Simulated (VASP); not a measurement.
A run of VASP 6.6.1:

Contents of INCAR:

```
  PREC = Accurate
  ENCUT = 520
  EDIFF = 1E-7
  ISMEAR = 0
  SIGMA = 0.02
  LREAL = F
  LASPH = T
  NELM = 60
  ALGO = Normal
  ISIF = 3
  LWAVE = F
  LCHARG = F
  GGA = PE
  IBRION = 2
  NSW = 80
  EDIFFG = -0.002
```

The input KPOINTS:

```
regular mesh
0
Gamma
  12 12 12
```

Contents of POSCAR:

```
MgO
1.0
    0.0000000000      2.1085000000      2.1085000000
    2.1085000000      0.0000000000      2.1085000000
    2.1085000000      2.1085000000      0.0000000000
Mg O
1 1
Direct
    0.0000000000      0.0000000000      0.0000000000
    0.5000000000      0.5000000000      0.5000000000
```

Potentials or basis: VASP PAW PBE potentials, release 64 (Mg, O).

The run is started by

```bash
$ cat potpaw_PBE.64/Mg/POTCAR potpaw_PBE.64/O/POTCAR > POTCAR
$ mpirun -np 1 vasp_std > vasp.out
```

Hardware: 1 thread of Intel(R) Xeon(R) Platinum 8259CL CPU @ 2.50GHz (Skylake/Cascade Lake) (shared host).

**Question.** Estimate the wall time of this run.

**Answer.** It took 16 s on 1 thread of Intel(R) Xeon(R) Platinum 8259CL CPU @ 2.50GHz (Skylake/Cascade Lake) (shared host), peak memory 0.15 GiB. Counts: scf iterations 26, k points 72, ion steps 3.
